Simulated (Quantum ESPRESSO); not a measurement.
## ZrB2 under changes of volume

One of the cells (10.249 Å³/atom); the others are scaled copies at fixed shape and fractional positions:

```
Zr B
1.0
     3.17000    0.00000    0.00000
    -1.58500    2.74530    0.00000
     0.00000    0.00000    3.53300
Zr B
1 2
Direct
  0.00000 0.00000 0.00000
  0.66667 0.33333 0.50000
  0.33333 0.66667 0.50000
```

| Item | Value |
| --- | --- |
| Program | Quantum ESPRESSO 7.5 |
| Functional | LDA |
| Potentials or basis | GBRV 1.5 LDA |
| Cutoff | 612 eV |
| Density cutoff | 4898 eV |
| k mesh | 10 × 10 × 8 |
| Occupations | fermi-dirac, width 0.05 eV |
| Spin | no spin polarisation |

```tsv
volume (Å³/atom)	energy over the lowest point (meV/atom)	pressure (GPa)
9.634	5.87	7.5
9.839	0.00	1.7
10.044	1.29	-3.6
10.249	8.97	-8.4
10.454	?	?
10.659	41.28	-16.6
10.864	64.82	-20.2
```

Problem. What does the run at 10.454 Å³/atom give?

Solution. Energy over the lowest point 22.50 meV/atom; pressure -12.7 GPa.

Worked out: A Birch-Murnaghan fit of order 3 (a polynomial in V^(-2/3)) to the other rows has its minimum at 9.90 Å³/atom with B0 = V·E''(V) = 260 GPa and B' = 3.9 at fixed shape and positions, which overstates the stiffness. It gives 22.50 meV/atom at 10.454 Å³/atom, against the run's 22.50, and -dE/dV = -12.7 GPa, against -12.7.

Energies are extrapolated to zero smearing.
